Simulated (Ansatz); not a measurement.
Here is the system:

CsPbI3 (cubic perovskite)

```cif
data_CsI3Pb
_chemical_formula_sum 'Cs1 Pb1 I3'
_space_group_name_H-M_alt 'Pm-3m'
_space_group_IT_number 221
_space_group_name_Hall '-P 4 2 3'
_cell_length_a 6.39047
_cell_length_b 6.39047
_cell_length_c 6.39047
_cell_angle_alpha 90.000
_cell_angle_beta 90.000
_cell_angle_gamma 90.000
loop_
_atom_site_label
_atom_site_type_symbol
_atom_site_symmetry_multiplicity
_atom_site_Wyckoff_symbol
_atom_site_fract_x
_atom_site_fract_y
_atom_site_fract_z
_atom_site_occupancy
Cs1 Cs 1 a 0.00000 0.00000 0.00000 1
Pb1 Pb 1 b 0.50000 0.50000 0.50000 1
I1 I 3 c 0.00000 0.50000 0.50000 1
```

E(V) scan at fixed shape, V₀ the volume above. Symmetry pins the atoms to their sites.

All values below come from PBE (plane waves to 420 eV, PAW, scalar-relativistic; Ansatz, a program for electronic structure). k mesh 5×5×5 (Γ-centred), Fermi-Dirac smearing 0.05 eV. Energies are smeared free energies. Compression counts positive. CsPbI3 was relaxed with its symmetry unable to fall. Spin-orbit coupling is left out, though I and Pb are heavy. This is a high-temperature form of CsPbI3. ΔE is measured from the relaxed starting cell.

The scan covers V/V₀ from 0.940 to 1.060 in 11 points.

Question: What is ΔE at V/V₀ = 1.060?

Answer: 7.7 meV/atom.

Question: What is ΔE at V/V₀ = 0.940?

Answer: 9.7 meV/atom.

Question: What pressure does the cell carry at V/V₀ = 0.940?

Answer: 1.05 GPa.

(A scan under strain: stresses follow from slopes of the energy per volume, elastic moduli from its curvatures.)
